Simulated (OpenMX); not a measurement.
Crystal: CsSnI3.

```
Cs I Sn
1.0
     6.20570    0.00000    0.00000
     0.00000    6.20570    0.00000
     0.00000    0.00000    6.20570
Cs I Sn
1 3 1
Cartesian
  0.0000 0.0000 0.0000
  3.1029 3.1029 0.0000
  3.1029 0.0000 3.1029
  0.0000 3.1029 3.1029
  3.1029 3.1029 3.1029
```

Base run:

```yaml
Program: OpenMX 3.8.5
Functional: PBE
Potentials_or_basis: OpenMX 2013 PBE set, Cs12.0-s3p2d2f1, I7.0-s3p3d2f1, Sn7.0-s3p2d2f1, grid cutoff 500 Ry
k_mesh: 5 × 5 × 5
Occupations: fermi-dirac, width 0.05 eV
Spin: no spin polarisation
```

Its results: pressure 0.6 GPa.

Problem. The run is repeated on the same cell with these changes: functional from PBE to LDA; potentials or basis from OpenMX 2013 PBE set, Cs12.0-s3p2d2f1, I7.0-s3p3d2f1, Sn7.0-s3p2d2f1, grid cutoff 500 Ry to OpenMX 2013 LDA set, Cs12.0-s3p2d2, I7.0-s3p2d2f1, Sn7.0-s3p2d2, grid cutoff 500 Ry. What comes out?

Solution. Pressure -1.5 GPa.

Caveats: the cell was measured hot, at 500 K; the basis of atomic orbitals isn't converged, which shifts pressures, moduli and gaps.
